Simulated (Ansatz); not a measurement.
Runs of Ansatz 0.2.0 on Tl. Symmetry: P6_3/mmc, No. 194, hexagonal system. Conventional cell: a = 3.456 Å, b = 3.456 Å, c = 5.525 Å, α = 90.00°, β = 90.00°, γ = 120.00°. Tl (site symmetry -6m2) is surrounded by 12 Tl at 3.41 to 3.46 Å. 

```csv
task,level,potentials or basis,spin,cell,k mesh,cutoff (eV),smearing,broadening,points for each segment of the path,other keys,gap on the mesh (eV),pressure (GPa),V0 of scaled cells (Å³/atom),B0 (GPa)
electric field gradients,PBE,Ansatz PAW,"SOC, no magnetisation",as given,9 × 9 × 5,420,methfessel-paxton 0.01 eV,-,-,-,none,2.8,-,-
ladder of functionals,PBE,JTH PAW,off,volume scaled by 1.04,9 × 9 × 5,550,fermi-dirac 0.1 eV,-,-,scf.algorithm = direct_min; basis.ecutwfc = 40.4 Ry,none,1.9,-,-
projected density of states,HSE03,Ansatz PAW,off,as given,6 × 6 × 4,420,methfessel-paxton 0.05 eV,-,-,-,none,(b),-,-
electric field gradients,RPBE+D4,Ansatz PAW,"SOC, no magnetisation",as given,11 × 11 × 6,420,gaussian 0.1 eV,-,-,kpoints.mp_grid.grid = 11 × 11 × 6; …,none,1.3,-,-
optical spectrum,BLYP+D3(BJ)-ATM,Ansatz PAW,off,as given,9 × 9 × 5,420,tetrahedron,0.1 eV,-,-,none,-,-,-
band structure,BLYP+D3(BJ)-ATM,Ansatz PAW,"SOC, no magnetisation",volume scaled by 0.96,9 × 9 × 5,420,cold 0.025 eV,-,14,-,none,(a),-,-
equation of state,r2SCAN,Ansatz PAW,"SOC, no magnetisation",as given,9 × 9 × 5,500,fermi-dirac 0.01 eV,-,-,-,-,-,29.87,31
equation of state,PBE+D3(BJ),Ansatz PAW,"non-collinear, ferrimagnetic start",as given,9 × 9 × 5,420,cold 0.05 eV,-,-,-,-,-,29.73,(c)
```

Problem. Estimate the missing entries.

Solution. (a) 3.8; (b) 2.2; (c) 33.

Caveats: the PAW data sets come from PBE, with cores solved anew for the run's functional, which leaves a small shift of forces and pressure (some runs); pairwise dispersion overbinds metals, which lowers pressure and volume (some runs); the cell was scaled at fixed shape and fractional positions, which overstates the stiffness of a crystal with free parameters, most of all of layers and chains (some runs); the cutoff lies under the one recommended for these potentials (some runs); the thresholds are loose for stress (some runs); the PAW data sets were made with another functional, which shifts forces and pressure a little (some runs).

A k mesh can miss the band edges, and rows without SOC leave out spin-orbit coupling on Tl.

A gap of «none» marks a metal or a gap under the smearing width.
